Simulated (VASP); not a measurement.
Input of a VASP 6.6.1 run:

The input INCAR:

```
PREC     = Accurate       # precision mode
ENCUT    = 600            # plane-wave cutoff, eV
EDIFF    = 1E-6           # SCF threshold, eV
ISMEAR   = -1             # smearing method
SIGMA    = 0.05           # smearing width, eV
LREAL    = False          # projectors in reciprocal space
LASPH    = True           # aspherical terms in the spheres
NELM     = 80             # most SCF steps
ALGO     = Fast           # electronic algorithm
ISIF     = 3              # what is computed and relaxed
LWAVE    = False          # write WAVECAR
LCHARG   = False          # write CHGCAR
GGA      = PE             # functional
IVDW     = 202            # dispersion correction
IBRION   = 2              # ionic algorithm
NSW      = 40             # ionic steps
EDIFFG   = -0.01          # ionic threshold
```

Contents of KPOINTS:

```
Automatic mesh
0
Gamma
  13 13 13
```

POSCAR

```
C
1.0
    0.0000000000      1.7833700000      1.7833700000
    1.7833700000      0.0000000000      1.7833700000
    1.7833700000      1.7833700000      0.0000000000
C
2
Direct
    0.7500000000      0.7500000000      0.7500000000
    0.5000000000      0.5000000000      0.5000000000
```

Potentials or basis: VASP PAW PBE potentials, release 64 (C).

The run is started by

```sh
$ cat potpaw_PBE.64/C/POTCAR > POTCAR
$ mpirun -np 1 vasp_std > vasp.out
```

(1) Estimate the band gap on the k mesh.

(2) Predict the relaxed cell.

(3) Predict the space group after relaxing (to 0.05 Å).

Results:

(1) 4.16 eV, indirect (least direct gap 5.61 eV).

(2) a = 2.516 Å, b = 2.516 Å, c = 2.516 Å, α = 60.00°, β = 60.00°, γ = 60.00°.

(3) Fd-3m (No. 227).

Caveat: an odd mesh through Γ misses points on the zone boundary, where band edges often lie.

The cell as given is a measured one (5.67 Å³/atom); PBE+MBD puts the equilibrium volume -0.7 % from it, thermal expansion not counted.
